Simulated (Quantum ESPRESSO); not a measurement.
Be in Quantum ESPRESSO: convergence with k mesh

Crystal: Be.

```
CELL_PARAMETERS angstrom
2.28530 0.00000 0.00000
-1.14265 1.97913 0.00000
0.00000 0.00000 3.58420
ATOMIC_POSITIONS crystal
Be 0.67464 0.33956 0.74639
Be 0.34599 0.67627 0.24732
```

The cell isn't the ideal one: atoms moved at random, drawn with an rms of 0.02 Å.

* Program: Quantum ESPRESSO 7.5
* Task: single point
* Functional: PBEsol
* Potentials or basis: GBRV 1.5 PBEsol
* Cutoff: 612 eV
* Density cutoff: 4898 eV
* k mesh: 2 × 2 × 1
* Occupations: fermi-dirac, width 0.1 eV
* Spin: no spin polarisation

These are the settings of the first run; the series varies k mesh, with any setting tied to it.

Hardware: 1 thread of Arm Neoverse V1, on a shared host.

Task: The values tried are 2 × 2 × 1, 4 × 4 × 2, 6 × 6 × 4, 8 × 8 × 5, 10 × 10 × 6, 12 × 12 × 7, 13 × 13 × 8, 16 × 16 × 10, 18 × 18 × 11, loosest first. From which on does the largest force stay within 0.005 eV/Å of the tightest run that finished?

Result: From 4 × 4 × 2 on.

```tsv
k mesh	energy less the tightest run, at zero smearing (meV/atom)	pressure (GPa)	largest force (eV/Å)	SCF cycles	CPU time (s)	peak memory (GiB)
2 × 2 × 1	41.53	-0.70	0.052	7	1	0.05
4 × 4 × 2	226.96	-1.10	0.037	6	1.5	0.05
6 × 6 × 4	27.82	-3.15	0.042	6	3.6	0.06
8 × 8 × 5	5.21	-3.52	0.041	6	6.8	0.06
10 × 10 × 6	10.81	-3.29	0.041	6	12	0.07
12 × 12 × 7	-6.87	-3.60	0.042	6	20	0.09
13 × 13 × 8	-0.56	-3.45	0.042	6	26	0.1
16 × 16 × 10	-4.45	-3.53	0.042	6	49	0.15
18 × 18 × 11	0.00	-3.53	0.042	6	68	0.19
```

Against the tightest run, the pressure stays within 0.1 GPa from 12 × 12 × 7 on. Not settled before the last step: the energy (to 1 meV/atom). Meshes of other sizes hit other points, so gaps and Fermi surfaces needn't settle smoothly. The tightest run that finished is the yardstick and may itself not be fully converged.
